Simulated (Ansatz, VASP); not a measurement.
Zr in VASP and in Ansatz

Contents of INCAR:

```
SYSTEM = Zr
ALGO = Fast
EDIFF = 1E-6
ENCUT = 520
GGA = PE
ISIF = 2
ISMEAR = -1
LASPH = .True.
LCHARG = .False.
LREAL = .False.
LWAVE = .False.
NBANDS = 12
NELM = 60
PREC = Accurate
SIGMA = 0.05
```

File KPOINTS:

```
k-points
0
Gamma
  10 10 10
  0 0 0
```

POSCAR

```
Zr
1.0
    0.0000000000      2.2846744556      2.2846744556
    2.2846744556      0.0000000000      2.2846744556
    2.2846744556      2.2846744556      0.0000000000
Zr
1
Direct
    0.0000000000      0.0000000000      0.0000000000
```

The input input.yaml:

```yaml
crystal:
  lattice:
    - [0.0, 2.2846744556, 2.2846744556]
    - [2.2846744556, 0.0, 2.2846744556]
    - [2.2846744556, 2.2846744556, 0.0]
  atoms:
    - { symbol: Zr, position: [0.0, 0.0, 0.0] }
kpoints:
  mp_grid: { grid: [10, 10, 10] }
scf:
  occupations: { method: fermi_dirac, width: 0.05 }
hamiltonian:
  xc: pbe
  pseudopotentials: { kind: all_electron, lapw: { basis_error: 0.0005 } }
output:
  forces: true
  stress: true
  eigenvalues: true
```

Change from the starting cell: volume scaled by 1.04.

Alike in both runs: task single point; functional PBE; k mesh 10 × 10 × 10; occupations fermi-dirac, width 0.05 eV; no spin polarisation.

```csv
,VASP,Ansatz
version,VASP 6.6.1,Ansatz 0.2.0
potentials or method,"VASP PAW PBE potentials, release 64 (Zr_sv)","all-electron LAPW, scalar-relativistic"
plane-wave cutoff (eV),520,see its input
```

|  | VASP | Ansatz | Ansatz less VASP |
| --- | --- | --- | --- |
| gap on the k mesh at the Fermi level (eV) | none | none | - |
| pressure (GPa) | -2.2 | -2.2 | +0.01 |

A gap of «none» marks a metal or a gap that the smearing closes. Ansatz ran all-electron here, so the differences hold the error of VASP's frozen core and of both bases.
